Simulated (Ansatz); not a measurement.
# SnO2: energy and stress against strain

Aim: for SnO2, strain the cell along the Voigt pattern (0, 0, 0, 0, 0, 1).

Program: Ansatz 0.2.0. Level of theory: DFT PBE+D3(BJ), scalar-relativistic, plane waves, PAW. These are calculated values, not measurements.

2 further runs of the same task are left out: 2 that didn't finish.

**1. The structure to begin with**

The structure is hexagonal, space group P6_3/mmc (No. 194). The conventional cell has a = 3.212 Å, b = 3.212 Å, c = 10.343 Å, α = 90.00°, β = 90.00°, γ = 120.00°. Sn (site symmetry -3m) is surrounded by 6 O at 2.11 Å. O (site symmetry 3m) has 3 Sn at 2.11 Å as nearest neighbours.

As a file:

```cif
data_structure
_symmetry_space_group_name_H-M 'P6_3/mmc'
_symmetry_Int_Tables_number 194
_cell_length_a 3.2116
_cell_length_b 3.2116
_cell_length_c 10.3428
_cell_angle_alpha 90.000
_cell_angle_beta 90.000
_cell_angle_gamma 120.000
_cell_volume 92.39
loop_
_atom_site_label
_atom_site_type_symbol
_atom_site_symmetry_multiplicity
_atom_site_Wyckoff_symbol
_atom_site_fract_x
_atom_site_fract_y
_atom_site_fract_z
_atom_site_occupancy
Sn1 Sn 2 a 0.00000 0.00000 0.50000 1
O1 O 4 f 0.66667 0.33333 0.40187 1
```

It goes back to an entry of the Materials Project, which need not be the stable form.

It is the result of an earlier relaxation at this level (volume 15.40 Å³/atom; gap on the mesh: 2.08 eV).

**2. Zero of energy**

The reference gives a free energy of -14317.9735 eV, pressure -0.02 GPa, largest force 0.001 eV/Å and gap on the mesh 2.08 eV. It was computed beforehand with the settings of the runs below.

**3. Setting up energy and stress against strain**

The cell is strained by ε times the Voigt pattern (0, 0, 0, 0, 0, 1) (xx, yy, zz, yz, xz, xy; engineering shear), with fractional coordinates fixed (clamped ions). The stress on the pattern is the sum of the stress components weighted by it, tension positive.

**4. ε = -0.1500**

Contents of input.yaml:

```yaml
crystal:
  lattice:
    - [3.2115702651, -0.2408677699, 0.0]
    - [-1.8143827403, 2.9017353206, 0.0]
    - [0.0, 0.0, 10.3427560363]
  atoms:
    - { symbol: Sn, position: [0.0, 0.0, 0.5] }
    - { symbol: Sn, position: [0.0, 0.0, 0.0] }
    - { symbol: O, position: [0.6666666667, 0.3333333333, 0.4018666787] }
    - { symbol: O, position: [0.6666666667, 0.3333333333, 0.0981333213] }
    - { symbol: O, position: [0.3333333333, 0.6666666667, 0.5981333213] }
    - { symbol: O, position: [0.3333333333, 0.6666666667, 0.9018666787] }
basis:
  ecutwfc: 420
kpoints:
  mp_grid: { grid: [12, 12, 4] }
hamiltonian:
  xc: pbe
  dispersion: d3bj
scf:
  occupations: { method: gaussian, width: 0.05 }
output:
  forces: true
  stress: true
  eigenvalues: true
```

Started as:

```
ansatz run input.yaml --threads 1 --pin off --max-ram 2560MiB --backend cpu --events-out ev --progress --plain --runs-dir out
```

The log of the run (excerpt; [...] marks lines left out):

```text
Warning: RAYON_NUM_THREADS=1 ignored (pool sized by the plan → 1); use --threads N
[...]
Pseudopotentials: kind: paw
Pseudopotential: Sn, paw, valence charge 14, recommended cutoff 420 eV (normal), Sn.paw.azcp
Pseudopotential: O, paw, valence charge 6, recommended cutoff 420 eV (normal), O.paw.azcp
Functional definition: PBE
[...]
Crystal: 6 atoms, lattice volume = 91.865 Å³
Basis set: ecut = 420 eV, 1787 PW (Γ), exchange–correlation on 48×48×144 points (8 copies of the dense FFT grid, shifted against one another)
Bands: 32, of which v1, the nominal top of the filled ones, is band 26 counted from 1 (25 counted from 0)
Symmetry: 4 space group operations
Space group: P21/m (ITA 11), of the structure as read, at distance tolerance 4.5e-5 Å
k-points: 222 of 576
[...]
SCF iter   1: F=—  HF=-14317.371308 eV  |F-HF|=—  |Δ(HF+E_count)|=         —  Δρ=2.18e-3  dr2=2.10e-3  ethr=1.77e-3  ⟨swp⟩=6.7  Hψ=32152  notcnv=0
[...]
SCF iter   6: F=-14317.374095 eV  HF=-14317.374094 eV  |F-HF|=3.78e-8  |Δ(HF+E_count)|=   3.06e-7  Δρ=9.24e-6  dr2=5.98e-8  ethr=1.92e-10  ⟨swp⟩=8.0  Hψ=36372  notcnv=0
[...]
SCF converged after 6 iterations
Free energy (F): -14317.374095 eV
[...]
E sigma→0 (E₀):  -14317.374095 eV
Fermi energy:    6.512151 eV
[...]
--- Forces (eV/Å), atoms counted from 1 ---
  atom   1  Sn    -0.00000000     0.00000000     0.00000000
  atom   2  Sn    -0.00000000     0.00000000     0.00000000
  atom   3  O      0.15899349     0.19628530    -0.19479972
  atom   4  O      0.15899349     0.19628530     0.19479972
  atom   5  O     -0.15899349    -0.19628530     0.19479972
  atom   6  O     -0.15899349    -0.19628530    -0.19479972
[...]
--- Stress (GPa, compression-positive) ---
        3.079816      13.803297       0.000000
       13.803298       4.950734       0.000000
        0.000000       0.000000       1.348580
  P = ⅓ Tr σ = 3.1264 GPa (31.264 kbar)
--- Band table (eV; the first three rows and the last of 222) ---
[...]
```

It took 31 s on 1 thread of Arm Neoverse V1, shared host; peak memory 0.67 GiB.

**5. At ε = 0.1125**

Edit input.yaml of step 4 so:

```diff
@@ -2,4 +2,4 @@
   lattice:
-    - [3.2115702651, -0.2408677699, 0.0]
-    - [-1.8143827403, 2.9017353206, 0.0]
+    - [3.2115702652, 0.1806508274, 0.0]
+    - [-1.4493369268, 2.6909760219, 0.0]
     - [0.0, 0.0, 10.3427560363]
@@ -25 +25,5 @@
   eigenvalues: true
+  write_density: true
+  write_potential: true
+  elf: true
+  volumetric_format: npy
```

Started as:

```
ansatz run input.yaml --threads 1 --pin off --max-ram 2560MiB --backend cpu --events-out ev --progress --plain --runs-dir out
```

The log of the run (excerpt; [...] marks lines left out):

```text
Warning: RAYON_NUM_THREADS=1 ignored (pool sized by the plan → 1); use --threads N
[...]
[... 4 set-up lines as earlier in the session ...]
[...]
Crystal: 6 atoms, lattice volume = 92.093 Å³
Basis set: ecut = 420 eV, 1809 PW (Γ), exchange–correlation on 48×48×144 points (8 copies of the dense FFT grid, shifted against one another)
Bands: 32, of which v1, the nominal top of the filled ones, is band 26 counted from 1 (25 counted from 0)
[... 2 set-up lines as earlier in the session ...]
k-points: 222 of 576
[...]
SCF iter   1: F=—  HF=-14317.635979 eV  |F-HF|=—  |Δ(HF+E_count)|=         —  Δρ=1.91e-3  dr2=1.69e-3  ethr=1.77e-3  ⟨swp⟩=6.7  Hψ=31978  notcnv=0
[...]
SCF iter   6: F=-14317.638925 eV  HF=-14317.638925 eV  |F-HF|=2.79e-8  |Δ(HF+E_count)|=   3.32e-7  Δρ=8.23e-6  dr2=4.85e-8  ethr=1.92e-10  ⟨swp⟩=14.9  Hψ=59795  notcnv=0
[...]
SCF converged after 6 iterations
Free energy (F): -14317.638925 eV
[...]
E sigma→0 (E₀):  -14317.638925 eV
Fermi energy:    6.460901 eV
[...]
--- Forces (eV/Å), atoms counted from 1 ---
  atom   1  Sn    -0.00000000     0.00000000     0.00000000
  atom   2  Sn     0.00000000     0.00000000    -0.00000000
  atom   3  O     -0.09751915     0.11118430    -0.10755363
  atom   4  O     -0.09751915     0.11118430     0.10755363
  atom   5  O      0.09751915    -0.11118430     0.10755363
  atom   6  O      0.09751915    -0.11118430    -0.10755363
[...]
--- Stress (GPa, compression-positive) ---
        1.716605     -10.291784       0.000000
      -10.291785       2.773802       0.000000
        0.000000       0.000000       0.733975
  P = ⅓ Tr σ = 1.7415 GPa (17.415 kbar)
--- Band table (eV; the first three rows and the last of 222) ---
[...]
```

Run time: 42 s. Hardware: 1 thread of Arm Neoverse V1, shared host; peak memory 0.66 GiB.

Density in a lattice plane of the grid's cell (edges 3.22 and 10.34 Å, at 0.000 of the third edge), which holds Sn.

Values in e/Å³, 12 rows by 6 columns:
```
 0.92  0.47  0.36  0.39  0.27  0.44
 0.03  0.05  0.10  0.12  0.07  0.03
 0.00  0.01  0.01  0.01  0.01  0.01
 0.03  0.05  0.10  0.12  0.07  0.03
 0.92  0.47  0.36  0.39  0.27  0.44
16.98  4.65  0.41  0.21  0.41  4.65
 0.92  0.44  0.27  0.39  0.36  0.47
 0.03  0.03  0.07  0.12  0.10  0.05
 0.00  0.01  0.01  0.01  0.01  0.01
 0.03  0.03  0.07  0.12  0.10  0.05
 0.92  0.44  0.27  0.39  0.36  0.47
16.98  4.65  0.41  0.21  0.41  4.65
```
Columns run along the first of these edges and rows up along the second, over one cell in 6 and 12 even steps from the bottom left corner. Atoms in the plane (fractional): Sn at (0.00, 0.50), Sn at (0.00, 0.00).

ELF in the same plane.

Ten even steps from '0' (0.00) to '9' (0.59):
```
12355332
32489732
11378621
00123200
00000000
00123200
11378621
32489732
12355332
00321230
12335532
32379842
11268731
00023210
00000000
00023210
11268731
32379842
12335532
00321230
```
Columns run along the first of these edges and rows up along the second, over one cell in 8 and 20 even steps from the bottom left corner. Atoms in the plane (fractional): Sn at (0.00, 0.50), Sn at (0.00, 0.00).

Both are smooth fields of the valence electrons: close to the nuclei they are not physical.

Maxima of ELF outside the ion cores: 0.88 beside O, off the lines to its neighbours, 0.6 Å from O; 0.83 in the shell around O, 0.6 Å from O.

**6. At ε = -0.0750**

Edit input.yaml of step 5 so:

```diff
@@ -2,4 +2,4 @@
   lattice:
-    - [3.2115702652, 0.1806508274, 0.0]
-    - [-1.4493369268, 2.6909760219, 0.0]
+    - [3.2115702651, -0.1204338849, 0.0]
+    - [-1.7100839364, 2.8415183781, 0.0]
     - [0.0, 0.0, 10.3427560363]
@@ -25,5 +25 @@
   eigenvalues: true
-  write_density: true
-  write_potential: true
-  elf: true
-  volumetric_format: npy
```

Started as:

```
ansatz run input.yaml --threads 1 --pin off --max-ram 2560MiB --backend cpu --events-out ev --progress --plain --runs-dir out
```

The log of the run (excerpt; [...] marks lines left out):

```text
[...]
SCF converged after 6 iterations
Free energy (F): -14317.825655 eV
[...]
E sigma→0 (E₀):  -14317.825655 eV
Fermi energy:    6.420250 eV
[...]
--- Forces (eV/Å), atoms counted from 1 ---
  atom   1  Sn     0.00000000    -0.00000000     0.00000000
  atom   2  Sn     0.00000000     0.00000000     0.00000000
  atom   3  O      0.05462833     0.04964184    -0.04686603
  atom   4  O      0.05462833     0.04964184     0.04686603
  atom   5  O     -0.05462833    -0.04964184     0.04686603
  atom   6  O     -0.05462833    -0.04964184    -0.04686603
[...]
--- Stress (GPa, compression-positive) ---
        0.753448       6.831441       0.000000
        6.831441       1.225351      -0.000000
        0.000000      -0.000000       0.308222
  P = ⅓ Tr σ = 0.7623 GPa (7.623 kbar)
--- Band table (eV; the first three rows and the last of 222) ---
[...]
```

It took 30 s on 1 thread of Arm Neoverse V1, shared host; peak memory 0.67 GiB.

**7. Point ε = 0.0375**

Edit input.yaml of step 6 so:

```diff
@@ -2,4 +2,4 @@
   lattice:
-    - [3.2115702651, -0.1204338849, 0.0]
-    - [-1.7100839364, 2.8415183781, 0.0]
+    - [3.2115702651, 0.0602169425, 0.0]
+    - [-1.5536357307, 2.7511929644, 0.0]
     - [0.0, 0.0, 10.3427560363]
```

Started as:

```
ansatz run input.yaml --threads 1 --pin off --max-ram 2560MiB --backend cpu --events-out ev --progress --plain --runs-dir out
```

The log of the run (excerpt; [...] marks lines left out):

```text
Warning: RAYON_NUM_THREADS=1 ignored (pool sized by the plan → 1); use --threads N
[...]
[... 4 set-up lines as earlier in the session ...]
[...]
Crystal: 6 atoms, lattice volume = 92.353 Å³
Basis set: ecut = 420 eV, 1833 PW (Γ), exchange–correlation on 48×48×144 points (8 copies of the dense FFT grid, shifted against one another)
Bands: 32, of which v1, the nominal top of the filled ones, is band 26 counted from 1 (25 counted from 0)
[... 2 set-up lines as earlier in the session ...]
k-points: 222 of 576
[...]
SCF iter   1: F=—  HF=-14317.933651 eV  |F-HF|=—  |Δ(HF+E_count)|=         —  Δρ=1.63e-3  dr2=1.27e-3  ethr=1.77e-3  ⟨swp⟩=6.7  Hψ=31801  notcnv=0
[...]
SCF iter   6: F=-14317.936624 eV  HF=-14317.936624 eV  |F-HF|=1.78e-8  |Δ(HF+E_count)|=   4.27e-7  Δρ=7.39e-6  dr2=4.05e-8  ethr=1.92e-10  ⟨swp⟩=9.9  Hψ=34522  notcnv=0
[...]
SCF converged after 6 iterations
Free energy (F): -14317.936624 eV
[...]
E sigma→0 (E₀):  -14317.936624 eV
Fermi energy:    6.391214 eV
[...]
--- Forces (eV/Å), atoms counted from 1 ---
  atom   1  Sn     0.00000000    -0.00000000     0.00000000
  atom   2  Sn    -0.00000000     0.00000000    -0.00000000
  atom   3  O     -0.02419663     0.01244559    -0.01108918
  atom   4  O     -0.02419663     0.01244559     0.01108918
  atom   5  O      0.02419663    -0.01244559     0.01108918
  atom   6  O      0.02419663    -0.01244559    -0.01108918
[...]
--- Stress (GPa, compression-positive) ---
        0.179565      -3.407038       0.000000
       -3.407038       0.297973       0.000000
        0.000000       0.000000       0.057570
  P = ⅓ Tr σ = 0.1784 GPa (1.784 kbar)
--- Band table (eV; the first three rows and the last of 222) ---
[...]
```

Wall time 30 s (1 thread of Arm Neoverse V1, shared host); peak memory 0.67 GiB.

**8. At ε = 0.1312**

Edit input.yaml of step 7 so:

```diff
@@ -2,4 +2,4 @@
   lattice:
-    - [3.2115702651, 0.0602169425, 0.0]
-    - [-1.5536357307, 2.7511929644, 0.0]
+    - [3.2115702652, 0.2106790094, 0.0]
+    - [-1.4233317584, 2.6759619309, 0.0]
     - [0.0, 0.0, 10.3427560363]
```

Started as:

```
ansatz run input.yaml --threads 1 --pin off --max-ram 2560MiB --backend cpu --events-out ev --progress --plain --runs-dir out
```

The log of the run (excerpt; [...] marks lines left out):

```text
Warning: RAYON_NUM_THREADS=1 ignored (pool sized by the plan → 1); use --threads N
[...]
[... 4 set-up lines as earlier in the session ...]
[...]
Crystal: 6 atoms, lattice volume = 91.987 Å³
Basis set: ecut = 420 eV, 1791 PW (Γ), exchange–correlation on 48×48×144 points (8 copies of the dense FFT grid, shifted against one another)
Bands: 32, of which v1, the nominal top of the filled ones, is band 26 counted from 1 (25 counted from 0)
[... 2 set-up lines as earlier in the session ...]
k-points: 222 of 576
[...]
SCF iter   1: F=—  HF=-14317.513845 eV  |F-HF|=—  |Δ(HF+E_count)|=         —  Δρ=2.04e-3  dr2=1.88e-3  ethr=1.77e-3  ⟨swp⟩=6.7  Hψ=32052  notcnv=0
[...]
SCF iter   6: F=-14317.516787 eV  HF=-14317.516787 eV  |F-HF|=3.18e-8  |Δ(HF+E_count)|=   3.20e-7  Δρ=8.65e-6  dr2=5.28e-8  ethr=1.92e-10  ⟨swp⟩=9.8  Hψ=34652  notcnv=0
[...]
SCF converged after 6 iterations
Free energy (F): -14317.516787 eV
[...]
E sigma→0 (E₀):  -14317.516787 eV
Fermi energy:    6.485179 eV
[...]
--- Forces (eV/Å), atoms counted from 1 ---
  atom   1  Sn     0.00000000     0.00000000     0.00000000
  atom   2  Sn     0.00000000     0.00000000    -0.00000000
  atom   3  O     -0.12545698     0.15073390    -0.14764720
  atom   4  O     -0.12545698     0.15073390     0.14764720
  atom   5  O      0.12545698    -0.15073390     0.14764720
  atom   6  O      0.12545698    -0.15073390    -0.14764720
[...]
--- Stress (GPa, compression-positive) ---
        2.345853     -12.035361       0.000000
      -12.035361       3.780822       0.000000
        0.000000       0.000000       1.015503
  P = ⅓ Tr σ = 2.3807 GPa (23.807 kbar)
--- Band table (eV; the first three rows and the last of 222) ---
[...]
```

It took 29 s on 1 thread of Arm Neoverse V1, shared host; peak memory 0.66 GiB.

**9. Results of the scan**

All points in order; energies are free energies above the reference cell:

| ε | ΔE (meV/atom) | stress on the pattern (GPa) | pressure (GPa) | gap on the mesh (eV) |
| --- | --- | --- | --- | --- |
| -0.1500 | 99.9 | -13.80 | 3.1 | 2.04 |
| -0.0750 | 24.6 | -6.83 | 0.8 | 2.05 |
| 0.0000 | 0.0 | 0.00 | 0.0 | 2.08 |
| 0.0375 | 6.2 | 3.41 | 0.2 | 2.07 |
| 0.1125 | 55.8 | 10.29 | 1.7 | 2.04 |
| 0.1312 | 76.1 | 12.04 | 2.4 | 2.04 |

Not run, since symmetry makes them alike: 0.1500 repeats -0.1500, -0.1125 repeats 0.1125, 0.0750 repeats -0.0750, -0.0375 repeats 0.0375. Energy, pressure and gap are the same there.

**10. Summary of results**

```
                                                              quantity   value
slope of the stress at ε = 0, from the points at -0.0750, 0 and 0.0375  91 GPa
```

What this shows: From the stress slope, C66 is about 91 GPa with the ions clamped; letting the atoms relax could not make it stiffer. The step is wide, so higher orders mix in. No sampled point lies below the undisturbed cell. The gap on the mesh stays between 2.04 and 2.08 eV.
